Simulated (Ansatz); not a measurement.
# Si/NiSi2: a contact from a semiconductor to a metal, part 5 of 5

Aim: where the metal's Fermi level sits in the semiconductor's gap in Si/NiSi2, and what the stack passes. The semiconductor is Si diamond(111), undoped, with its far face capped by hydrogen, and the metal is NiSi2 fluorite(111), in direct contact. After relaxation the nearest pair at the metal is Si–Si at 2.35 Å, along the normal. The common net has a side of 3.868 Å, which strains the semiconductor by +0.0 % and the metal by +0.7 %, against typed lattice constants near PBE's. The first steps treat the bulk crystals alone.

Ansatz 0.2.0; PBE DFT, plane waves, PAW files (the session's first sound run).

So far. Step 6 (T(E) from the semiconductor into the metal, atomic …): The semiconductor's channels close between -0.30 and +0.35 eV. In the worse lead the potential repeats within 8.2 meV, which the program lets pass.

### Step 7. The first cell with another functional, cutoff 500 eV

This step: r2SCAN DFT, plane waves, PAW files; ballistic transmission by layer matching between semi-infinite leads (Ansatz 0.2.0).

System of this step: Si/NiSi2. The cell holds 53 atoms: 43 Si, 9 Ni and 1 H. Cell: a = 3.868 Å, b = 3.868 Å, c = 96.344 Å, α = 90.0°, β = 90.0°, γ = 120.0°. Regions: left electrode, 20 atoms (20 Si); barrier, 6 atoms (6 Si); right electrode, 26 atoms (17 Si and 9 Ni). Vacuum lies along c.

r2SCAN opens the gap somewhat, so the first cell is run again with it to see how the barriers share the change.

The input, input.yaml:

```yaml
crystal:
  lattice:
    - [3.868, 0.0, 0.0]
    - [-1.934, 3.3497862618, 0.0]
    - [0.0, 0.0, 96.3441880295]
  atoms:
    - { symbol: Si, position: [0.66666667, 0.33333333, 0.1608815261] }
    - { symbol: Si, position: [0.0, 0.0, 0.1690761927] }
    - { symbol: Si, position: [0.0, 0.0, 0.1936601926] }
    - { symbol: Si, position: [0.33333333, 0.66666667, 0.2018548592] }
    - { symbol: Si, position: [0.33333333, 0.66666667, 0.2264388591] }
    - { symbol: Si, position: [0.66666667, 0.33333333, 0.2346335258] }
    - { symbol: Si, position: [0.66666667, 0.33333333, 0.2592175257] }
    - { symbol: Si, position: [0.0, 0.0, 0.2674121923] }
    - { symbol: Si, position: [0.0, 0.0, 0.2919961922] }
    - { symbol: Si, position: [0.33333333, 0.66666667, 0.3001908588] }
    - { symbol: Si, position: [0.33333333, 0.66666667, 0.3247748587] }
    - { symbol: Si, position: [0.66666667, 0.33333333, 0.3329695253] }
    - { symbol: Si, position: [0.66666667, 0.33333333, 0.3575535252] }
    - { symbol: Si, position: [0.0, 0.0, 0.3657481918] }
    - { symbol: Si, position: [0.0, 0.0, 0.3903321917] }
    - { symbol: Si, position: [0.33333333, 0.66666667, 0.3985268584] }
    - { symbol: Si, position: [0.33333333, 0.66666667, 0.4231108583] }
    - { symbol: Si, position: [0.66666667, 0.33333333, 0.4313055249] }
    - { symbol: Si, position: [0.66666667, 0.33333333, 0.4558799875] }
    - { symbol: Si, position: [0.0, 0.0, 0.4640723787] }
    - { symbol: Si, position: [0.0, 0.0, 0.4886536807] }
    - { symbol: Si, position: [0.33333333, 0.66666667, 0.4968478781] }
    - { symbol: Si, position: [0.33333333, 0.66666667, 0.5214362826] }
    - { symbol: Si, position: [0.66666667, 0.33333333, 0.5296353047] }
    - { symbol: Si, position: [0.66666667, 0.33333333, 0.5542503022] }
    - { symbol: Si, position: [0.0, 0.0, 0.562402777] }
    - { symbol: Si, position: [0.0, 0.0, 0.5868210512] }
    - { symbol: Ni, position: [0.33333333, 0.66666667, 0.5953829592] }
    - { symbol: Si, position: [0.66666667, 0.33333333, 0.6015819076] }
    - { symbol: Si, position: [0.33333333, 0.66666667, 0.6178888241] }
    - { symbol: Ni, position: [0.66666667, 0.33333333, 0.6260655184] }
    - { symbol: Si, position: [0.0, 0.0, 0.6342422126] }
    - { symbol: Si, position: [0.66666667, 0.33333333, 0.6505491292] }
    - { symbol: Ni, position: [0.0, 0.0, 0.6587258234] }
    - { symbol: Si, position: [0.33333333, 0.66666667, 0.6669025177] }
    - { symbol: Si, position: [0.0, 0.0, 0.6832094342] }
    - { symbol: Ni, position: [0.33333333, 0.66666667, 0.6913861285] }
    - { symbol: Si, position: [0.66666667, 0.33333333, 0.6995628228] }
    - { symbol: Si, position: [0.33333333, 0.66666667, 0.7158697393] }
    - { symbol: Ni, position: [0.66666667, 0.33333333, 0.7240464336] }
    - { symbol: Si, position: [0.0, 0.0, 0.7322231278] }
    - { symbol: Si, position: [0.66666667, 0.33333333, 0.7485300444] }
    - { symbol: Ni, position: [0.0, 0.0, 0.7567067386] }
    - { symbol: Si, position: [0.33333333, 0.66666667, 0.7648834329] }
    - { symbol: Si, position: [0.0, 0.0, 0.7811903495] }
    - { symbol: Ni, position: [0.33333333, 0.66666667, 0.7893670437] }
    - { symbol: Si, position: [0.66666667, 0.33333333, 0.797543738] }
    - { symbol: Si, position: [0.33333333, 0.66666667, 0.8138506545] }
    - { symbol: Ni, position: [0.66666667, 0.33333333, 0.8220273488] }
    - { symbol: Si, position: [0.0, 0.0, 0.830204043] }
    - { symbol: Si, position: [0.66666667, 0.33333333, 0.8465109596] }
    - { symbol: Ni, position: [0.0, 0.0, 0.8546876539] }
    - { symbol: H, position: [0.66666667, 0.33333333, 0.1453123461] }
kpoints:
  mp_grid: { grid: [8, 8, 1] }
scf:
  occupations: { method: fermi_dirac, width: 0.1 }
  max_iter: 150
hamiltonian:
  xc: r2scan
efield:
  axis: 3
  dipole_correction: true
output:
  transmission:
    kmesh: [12, 12]
    e_range: [-2.5, 2.5]
    de: 0.05
    leads: [[8, 10], [38, 41]]
  dos: { projected: true, e_range: [-6, 5], de: 0.05 }
  write_potential: true
  write_density: true
  volumetric_format: npy
```

The run is started by

```
> ansatz run input.yaml --threads 8 --pin off --max-ram 24576MiB --backend cpu --events-out ev --progress --plain --runs-dir out
```

Numbers of over 12 decimals in the logs are rounded to 6 here.

Output:

```text
[...]
Crystal: 53 atoms, lattice volume = 1248.329 Å³
Basis set: ecut = 500 eV, 31485 PW (Γ), exchange–correlation on 120×120×2880 points (64 copies of the dense FFT grid, shifted against one another)
Bands: 221, of which v1, the nominal top of the filled ones, is band 168 counted from 1 (167 counted from 0)
Symmetry: 6 space group operations
[...]
k-points: 10 of 64 (time reversal used)
[...]
SCF iter   1: F=—  HF=-80109.739806 eV  |F-HF|=—  |Δ(HF+E_count)|=         —  Δρ=1.27e-2  dr2=1.18e1  dr2_τ=7.21e-1  ethr=1.77e-3  p=-0.013 e·Å  D=-1.87e-3 V/Å  ΔV_dip=0.18 eV  dr2_dipole=8.25e-2  V_vac-E_F(+/−)=3.79/3.61 eV  ⟨swp⟩=9.7  Hψ=12404  notcnv=0  defer=84
[...]
SCF iter  18: F=-80110.317435 eV  HF=-80110.317435 eV  |F-HF|=1.44e-8  |Δ(HF+E_count)|=   1.60e-9  Δρ=1.16e-6  dr2=3.23e-8  dr2_τ=2.45e-10  ethr=2.99e-11  p=0.025 e·Å  D=3.68e-3 V/Å  ΔV_dip=-0.35 eV  dr2_dipole=1.75e-10  V_vac-E_F(+/−)=4.05/4.41 eV  ⟨swp⟩=16.4  Hψ=9720  notcnv=0
SCF 1 converged in 18 iterations: F = -80110.317435 eV  dr2 = 3.23e-8
[...]
transmission: 110 of 1045 steps passed
transmission: 214 of 1045 steps passed
[...]
transmission: 1045 of 1045 steps passed
[...]
SCF converged after 18 iterations
Free energy (F): -80110.317435 eV
[...]
Internal energy: -80110.061446 eV  (E = F + TS)
E sigma→0 (E₀):  -80110.189441 eV
Entropy (-TS):   -0.255989 eV (-4.830 meV/atom)
Fermi energy:    5.037061 eV
Dipole field:    D = 0.003692 V/Å  (p = 0.025467 e·Å, saw-weighted, corrected)
Work function:   Φ+ = 4.0508 eV   Φ− = 4.4065 eV
[...]
--- Band table (eV; the first three rows and the last of 10) ---
  k-point 0: bands = [... 164 lower, 5.9274, 6.0845, 6.1523, 6.1523, 6.3114, 6.4686, 6.5020, 6.5227, ... 49 higher]
  k-point 1: bands = [... 164 lower, 5.4661, 5.6046, 5.6995, 5.7551, 5.8997, 6.0680, 6.1109, 6.2114, ... 49 higher]
  k-point 2: bands = [... 164 lower, 4.6249, 4.7825, 4.9528, 4.9564, 5.0832, 5.2857, 5.4795, 5.7119, ... 49 higher]
  k-point 9: bands = [... 164 lower, 3.2140, 3.4302, 4.0163, 4.0640, 4.6630, 5.4827, 5.7828, 5.9520, ... 49 higher]
--- Transmission ---
  basis      : 139 plane waves across, 55 finite elements along
  points     : 19, standing for a mesh of 12 x 12
[...]
channels       : 0.000000e0 a spin
[...]
slowest decay  : 0.0896 /Å at (0.0000, 0.0000)
[...]
channels       : 9.513889e-1 a spin
[...]
slowest decay  : 0.0379 /Å at (0.4167, 0.1667)
  junction   : crystal 0 to crystal 1, 36.03 to 68.18 Å
    transmission   : 0.000000e0 a spin
[...]
```

Run time: 8.2 min. Hardware: 8 threads of Arm Neoverse V1, shared host; peak memory 14 GiB; 61 min of CPU time.

This step gave:

```
free energy                      : -80110.3174 eV
Fermi energy                     : 5.037 eV
channels of the upper lead       : 0.9514
potential step in the lower lead : 2.7 meV
potential step in the upper lead : 4.8 meV
work function, upper face        : 4.051 eV
work function, lower face        : 4.406 eV
dipole moment                    : 0.02547 e·Å
dipole field                     : 0.003692 V/Å
```

One spin. The transmission, zone mean by energy, zero at the Fermi level:

energy (eV), transmission, zone mean and a bar:
```
    -2.50       0.96 ####################
    -2.35       1.03 #####################
    -2.25       1.05 ######################
    -2.20       1.05 ######################
    -2.10       1.00 #####################
    -1.95       0.88 ##################
    -1.80       0.78 ################
    -1.70       0.68 ##############
    -1.55       0.54 ###########
    -1.40       0.43 #########
    -1.30       0.37 ########
    -1.15       0.31 ######
    -1.00       0.20 ####
    -0.90       0.18 ####
    -0.75       0.12 ###
    -0.60       0.07 ##
    -0.45       0.01 
    -0.35       0.00 
    -0.20       0.00 
    -0.05       0.00 
     0.00       0.00 
     0.05       0.00 
     0.20       0.00 
     0.35       0.00 
     0.45       0.01 
     0.60       0.03 #
     0.75       0.10 ##
     0.90       0.16 ###
     1.00       0.24 #####
     1.15       0.37 ########
     1.30       0.44 #########
     1.40       0.45 #########
     1.55       0.59 ############
     1.60       0.66 ##############
     1.70       0.57 ############
     1.80       0.41 ########
     1.95       0.38 ########
     2.10       0.78 ################
     2.25       1.19 #########################
     2.35       1.37 #############################
     2.50       1.44 ##############################
```

One spin. Open channels, zone mean against energy, zero at the Fermi level:

```tsv
energy (eV)	lower lead	upper lead
-2.50	1.72	1.80
-2.35	1.55	1.84
-2.25	1.59	1.88
-2.10	1.51	1.84
-1.95	1.38	1.84
-1.80	1.34	1.63
-1.70	1.13	1.67
-1.55	0.938	1.52
-1.40	0.771	1.31
-1.30	0.604	1.35
-1.15	0.562	1.02
-1.00	0.354	1.02
-0.90	0.312	1.02
-0.75	0.271	0.896
-0.60	0.146	0.688
-0.45	0.0208	0.604
-0.35	0	0.75
-0.20	0	0.951
-0.05	0	0.951
0.00	0	0.951
0.05	0	0.993
0.20	0	1.16
0.35	0	1.20
0.45	0.0417	1.37
0.60	0.125	1.53
0.75	0.292	1.63
0.90	0.333	1.80
1.00	0.5	1.80
1.15	0.667	1.97
1.30	0.833	2.05
1.40	0.917	1.76
1.55	1.15	1.55
1.70	1.36	1.07
1.80	1.49	0.757
1.95	1.90	0.688
2.10	2.15	1.83
2.25	2.15	2.62
2.35	2.28	2.84
2.50	2.24	2.93
```

Projected DOS an atom over height of the atomic layer and energy from the Fermi level. Layers: H Si Si Si Si Si Si Si Si Si Si Si Si Si Si Si Si Si Si Si Si Si Si Si Si Si Si Si Ni Si Si Ni Si Si Ni Si Si Ni Si Si Ni Si Si Ni Si Si Ni Si Si Ni Si Si Ni; projections on atoms miss part of the total, and the computed bands can run out at the top of the range; a column is the mean of 4 neighbouring layers, the last of those left over.

Ten even steps from '0' (0.00 states/eV) to '9' (6.28 states/eV), each cell a mean:
```
00000000000000
00000000000000
00000000000000
00000000000000
00000000000000
01000000000000
00000000000000
00000000000000
00000000000000
00000000000000
00000000000001
00000000000001
00000000000003
00000001000009
01000101001006
01111102011112
01111104224221
00000001112110
00000001101110
00000001111110
00000001111100
00000000000000
```
Columns: height of the atomic layer (Å) from 16.1 to 82.3 (not evenly spaced); rows upwards: energy from the Fermi level (eV) from -6 to 5.

The semiconductor's channels close between -0.40 and +0.45 eV. In the worse lead the potential repeats within 4.8 meV, which the program lets pass.

### Step 8. Outcome

| Property | Result |
| --- | --- |
| valence edge of the semiconductor lead against the Fermi level, 6 planes | -0.30 eV |
| conduction edge of the semiconductor lead against the Fermi level, 6 planes | +0.35 eV |
| valence edge of the semiconductor lead against the Fermi level, 10 planes | -0.30 eV |
| conduction edge of the semiconductor lead against the Fermi level, 10 planes | +0.35 eV |
| valence edge of the semiconductor lead against the Fermi level, r2SCAN | -0.40 eV |
| conduction edge of the semiconductor lead against the Fermi level, r2SCAN | +0.45 eV |

The metal's Fermi level lies in the gap of the semiconductor, 0.35 eV under the first conduction channel and 0.30 eV over the last valence one, as read in the lead, away from the contact; bands can bend on the way there. The edges are read from the typed mesh and energy grid, to 0.05 eV at best. Adding 4 atomic planes to the layer under the metal moves the conduction edge by +0.00 eV, about one grid step or less. r2SCAN moves the edges to -0.40 and +0.45 eV, 0.85 eV apart on the grid against 0.65 eV. The semiconductor is undoped and only a few nanometres thick, with its far face capped by hydrogen. A semilocal functional narrows gaps, and the two barriers add up to the gap, so their sum is too small. No spin-orbit coupling, phonons, disorder or image charges enter; the interfaces are ordered, one cell wide and lattice-matched by strain. Semilocal gaps are too small, which can bring a band edge of the barrier nearer to the Fermi level than it is.

[Logs are printed without paths, hosts, clocks, repeated set-up lines and the standing remarks that a program may print on its own settings, such as how far it seeks lower states.]

[Hosts, paths, dates, database ids (printed as entryN), source tags and the programs' standing remarks are cut or masked in the printed files.]
